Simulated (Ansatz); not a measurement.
## BeS (rocksalt): gap against strain (isotropic on every length)

Rocksalt BeS, relaxed with r2SCAN in the PAW code Ansatz, then strained (isotropic on every length; changes of length per length, axes as in the cell below) with the atoms relaxed again within the symmetry that is left. The symmetry is Fm-3m (No. 225, cubic); a = 4.635 Å in the conventional setting, 12.44 Å³ an atom. Around Be lie 6 S at 2.32 Å; around S lie 6 Be at 2.32 Å. (Calculated; spin-unpolarised; the phase may be known or hypothetical.)

```xyz
2
Lattice="0.0000 2.3173 2.3173 2.3173 0.0000 2.3173 2.3173 2.3173 0.0000" Properties=species:S:1:pos:R:3 pbc="T T T"
Be    0.0000    0.0000    0.0000
S     2.3173    2.3173    2.3173
```

Gaps are the least over each mesh (PBE 10×10×10, r2SCAN 10×10×10, HSE06 6×6×6 when unstrained) and the special points, which keep their unstrained names; stress is the change from the unstrained cell, compression positive.

```
strain (%)  gap, PBE (eV)  gap, r2SCAN (eV)  gap, HSE06 (eV)    edges, HSE06  mean stress, r2SCAN (GPa)  energy rise, r2SCAN (meV/atom)
      -4.0          1.005             1.353            1.791  Γ–K (0.40) → X                     +17.07                            69.1
       0.0          0.964             1.329            1.731  Γ–K (0.40) → X                       0.00                             0.0
      +0.5          0.957             1.323            1.721  Γ–K (0.40) → X                      -1.61                             1.0
      +2.0          0.932             1.303            1.689  Γ–K (0.40) → X                      -5.88                            14.8
```

Problem. Estimate the row for a strain of +3.0 %.

Solution.
```
strain (%)  gap, PBE (eV)  gap, r2SCAN (eV)  gap, HSE06 (eV)    edges, HSE06  mean stress, r2SCAN (GPa)  energy rise, r2SCAN (meV/atom)
      +3.0          0.914             1.287            1.665  Γ–K (0.40) → X                      -8.30                            32.3
```

Between zero and the nearest strains the slope of the HSE06 gap against strain is -0.015 eV per percent for negative and -0.020 for positive strain.

Where an edge lies off the special points, it is a point of the mesh or the k point where a search put PBE's edge or least direct gap, reused for the other functionals, whose own edges may lie a little apart.

The meshes of the hybrids are coarse, so their gaps aren't converged to the digits shown.
